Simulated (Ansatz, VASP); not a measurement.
## InP: VASP beside Ansatz

The input INCAR:

```
SYSTEM = InP
PREC = Accurate
ENCUT = 520
EDIFF = 1E-8
ISMEAR = -1
SIGMA = 0.03
LREAL = .False.
LASPH = .True.
NELM = 100
ALGO = Normal
ISIF = 2
LWAVE = .False.
LCHARG = .False.
GGA = CA
LEFG = .True.
NBANDS = 16
```

KPOINTS

```
regular mesh
0
Gamma
  11 11 11
  0 0 0
```

Contents of POSCAR:

```
InP
1.0
    0.0000000000      2.8550000000      2.8550000000
    2.8550000000      0.0000000000      2.8550000000
    2.8550000000      2.8550000000      0.0000000000
In P
1 1
Direct
    0.0000000000      0.0000000000      0.0000000000
    0.5000000000      0.5000000000      0.5000000000
```

Input for Ansatz:

```yaml
crystal:
  lattice:
    - [0.0, 2.855, 2.855]
    - [2.855, 0.0, 2.855]
    - [2.855, 2.855, 0.0]
  atoms:
    - { symbol: In, position: [0.0, 0.0, 0.0] }
    - { symbol: P, position: [0.5, 0.5, 0.5] }
kpoints:
  mp_grid: { grid: [11, 11, 11] }
  band_path:
    path:
      - [0.0, 0.0, 0.0]
      - [0.5, 0.0, 0.5]
      - [0.625, 0.25, 0.625]
      - [0.375, 0.375, 0.75]
      - [0.0, 0.0, 0.0]
      - [0.5, 0.5, 0.5]
      - [0.5, 0.25, 0.75]
      - [0.5, 0.0, 0.5]
    npoints: 5
scf:
  occupations: { method: fermi_dirac, width: 0.03 }
hamiltonian:
  xc: lda
  pseudopotentials: { kind: paw }
output:
  forces: true
  stress: true
  eigenvalues: true
  efg: { contact_densities: true }
  write_density: true
  write_potential: true
  elf: true
  volumetric_format: npy
```

Alike in both runs: task electric field gradients; functional LDA; k mesh 11 × 11 × 11; occupations fermi-dirac, width 0.03 eV; no spin polarisation.

|  | VASP | Ansatz |
| --- | --- | --- |
| version | VASP 6.6.1 | Ansatz 0.2.0 |
| potentials or method | VASP PAW LDA potentials, release 64 (In_d, P) | PAW with Ansatz's default frozen-core files, scalar-relativistic |
| plane-wave cutoff (eV) | 520 | 420 |
| valence electrons in the cell | 18 | 18 |

```tsv
	VASP	Ansatz	Ansatz less VASP
pressure (GPa)	-9.7	-9.7	-0.01
Vzz of the field gradient on the site that differs most (V/Å²)	0.0	0.0	0.00
```

Ansatz warned: «gradients_without_spin_orbit».
